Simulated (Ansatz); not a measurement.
## HfN under changes of volume

One of the cells (14.793 Å³/atom); the others are scaled copies at fixed shape and fractional positions:

```
Hf N
1.0
     0.00000    2.45482    2.45482
     2.45482    0.00000    2.45482
     2.45482    2.45482    0.00000
Hf N
1 1
Direct
  0.00000 0.00000 0.00000
  0.25000 0.25000 0.25000
```

The cell comes from a database or a generator and needn't be the stable form of this composition.

```yaml
Program: Ansatz 0.2.0
Functional: LDA
Potentials_or_basis: all-electron LAPW, scalar-relativistic
Cutoff: 392 eV (chosen from the basis error)
Basis_error_allowed: 0.001 eV/atom
k_mesh: 9 × 9 × 9
Occupations: fermi-dirac, width 0.05 eV
Spin: no spin polarisation
```

```tsv
volume (Å³/atom)	energy over the lowest point (meV/atom)	pressure (GPa)
13.906	0.74	2.8
14.201	0.00	-1.8
14.497	?	?
14.793	21.83	-9.6
15.089	42.72	-12.9
15.385	69.30	-15.8
15.681	101.04	-18.5
```

What does the run at 14.497 Å³/atom give?

Energy over the lowest point 7.32 meV/atom; pressure -5.9 GPa.

Worked out: A Birch-Murnaghan fit of order 3 (a polynomial in V^(-2/3)) to the other rows has its minimum at 14.08 Å³/atom with B0 = V·E''(V) = 217 GPa and B' = 4.4. It gives 7.33 meV/atom at 14.497 Å³/atom, against the run's 7.32, and -dE/dV = -6.0 GPa, against -5.9.

Energies are extrapolated to zero smearing.

The runs don't all hold the same shells in valence.
